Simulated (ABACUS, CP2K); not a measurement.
This is a calculation of CoO for CP2K 2026.2. Measurements of this composition are mostly on another form, of space group No. 225.

Contents of coo_scf.inp:

```
&GLOBAL
  PROJECT coo_scf
  RUN_TYPE ENERGY_FORCE
  PRINT_LEVEL LOW
&END GLOBAL
&FORCE_EVAL
  METHOD QS
  STRESS_TENSOR ANALYTICAL
  &DFT
    BASIS_SET_FILE_NAME BASIS_MOLOPT_UZH
    POTENTIAL_FILE_NAME POTENTIAL_UZH
    UKS T
    MULTIPLICITY 4
    &MGRID
      CUTOFF 850
      REL_CUTOFF 60
      NGRIDS 5
    &END MGRID
    &QS
      METHOD GPW
      EPS_DEFAULT 1.0E-10
    &END QS
    &KPOINTS
      SCHEME MONKHORST-PACK 10 10 10
      GAMMA_CENTERED T
      SYMMETRY T
      SYMMETRY_BACKEND SPGLIB
    &END KPOINTS
    &SCF
      SCF_GUESS ATOMIC
      EPS_SCF 1.0E-6
      MAX_SCF 150
      ADDED_MOS 13 16
      CHOLESKY OFF
      EPS_EIGVAL 1.0E-7
      &DIAGONALIZATION ON
        ALGORITHM STANDARD
      &END DIAGONALIZATION
      &MIXING ON
        METHOD PULAY_MIXING
        ALPHA 0.4
        BETA 1.5
        NBUFFER 6
      &END MIXING
      &SMEAR ON
        METHOD FERMI_DIRAC
        ELECTRONIC_TEMPERATURE [K] 580.226
      &END SMEAR
    &END SCF
    &XC
      &XC_FUNCTIONAL PBE
      &END XC_FUNCTIONAL
    &END XC
    &PRINT
      &KPOINTS ON
      &END KPOINTS
      &MULLIKEN ON
      &END MULLIKEN
      &MO ON
        ENERGIES T
        OCCUPATION_NUMBERS T
        &EACH
          QS_SCF 0
        &END EACH
        ADD_LAST NUMERIC
      &END MO
      &LOWDIN ON
      &END LOWDIN
      &HIRSHFELD ON
        SHAPE_FUNCTION DENSITY
      &END HIRSHFELD
      &E_DENSITY_CUBE ON
        STRIDE 2
      &END E_DENSITY_CUBE
      &V_HARTREE_CUBE ON
        STRIDE 2
      &END V_HARTREE_CUBE
      &ELF_CUBE ON
        STRIDE 2
      &END ELF_CUBE
    &END PRINT
  &END DFT
  &SUBSYS
    &CELL
      A 2.5705263100 0.0000000000 0.0000000000
      B 0.0000000000 2.5705263100 0.0000000000
      C 0.0000000000 0.0000000000 2.5705263100
      PERIODIC XYZ
    &END CELL
    &COORD
      Co  0.0000000000 0.0000000000 0.0000000000
      O   1.2852631550 1.2852631550 1.2852631550
    &END COORD
    &KIND Co
      BASIS_SET TZVP-MOLOPT-PBE-GTH-q17
      POTENTIAL GTH-PBE-q17
      MAGNETIZATION 3.0
    &END KIND
    &KIND O
      BASIS_SET TZVP-MOLOPT-PBE-GTH-q6
      POTENTIAL GTH-PBE-q6
    &END KIND
    &PRINT
      &ATOMIC_COORDINATES ON
      &END ATOMIC_COORDINATES
      &CELL ON
      &END CELL
    &END PRINT
  &END SUBSYS
  &PRINT
    &FORCES ON
    &END FORCES
    &STRESS_TENSOR ON
    &END STRESS_TENSOR
  &END PRINT
&END FORCE_EVAL
```

Potentials or basis: POTENTIAL_UZH Co GTH-PBE-q17, O GTH-PBE-q6; TZVP-MOLOPT-PBE-GTH basis.

Run with:

```sh
$ OMP_NUM_THREADS=1 cp2k.psmp -i coo_scf.inp -o coo_scf.out
```

**Question.** Translate it to ABACUS 3.10.1. Potentials or basis there: PseudoDojo NC SR 0.4.1 PBE standard, plane waves, cutoff 1320 eV.

**Answer.** As run (cutoffs and basis follow the program's own potentials, and thresholds, step limits or extra output files can differ):

INPUT

```
INPUT_PARAMETERS
suffix              CoO
calculation         scf
basis_type          pw
pseudo_dir          ./
symmetry            1
dft_functional      pbe
ecutwfc             97
pseudo_rcut         7
nspin               2
nbands              17
ks_solver           dav
smearing_method     fd
smearing_sigma      0.00367493
scf_thr             1e-08
scf_nmax            100
mixing_type         broyden
mixing_beta         0.4
cal_force           1
cal_stress          1
kpar                4
```

Contents of STRU:

```
ATOMIC_SPECIES
Co 58.9332 Co.upf
O 15.9990 O.upf

LATTICE_CONSTANT
1.8897261246

LATTICE_VECTORS
2.5705263100 0.0000000000 0.0000000000
0.0000000000 2.5705263100 0.0000000000
0.0000000000 0.0000000000 2.5705263100

ATOMIC_POSITIONS
Direct

Co
0.0
1
0.0000000000 0.0000000000 0.0000000000 1 1 1 mag 2

O
0.0
1
0.5000000000 0.5000000000 0.5000000000 1 1 1 mag 0
```

KPT

```
K_POINTS
0
Gamma
10 10 10 0 0 0
```

Potentials or basis: PseudoDojo NC SR 0.4.1 PBE standard, plane waves.

Run with:

```console
$ OMP_NUM_THREADS=1 mpirun -np 4 abacus > log
```

Both were run:

|  | CP2K | ABACUS |
| --- | --- | --- |
| Pressure | 13.3 GPa | 10.8 GPa |
| Net moment | 3.00 μB per cell | 3.00 μB per cell |
| Absolute moment | 3.03 μB per cell | 3.04 μB per cell |

The magnetic state is the one that the start led to; the real crystal's order can differ.

The cell lies far from this level's equilibrium.

Pressure is positive in compression.
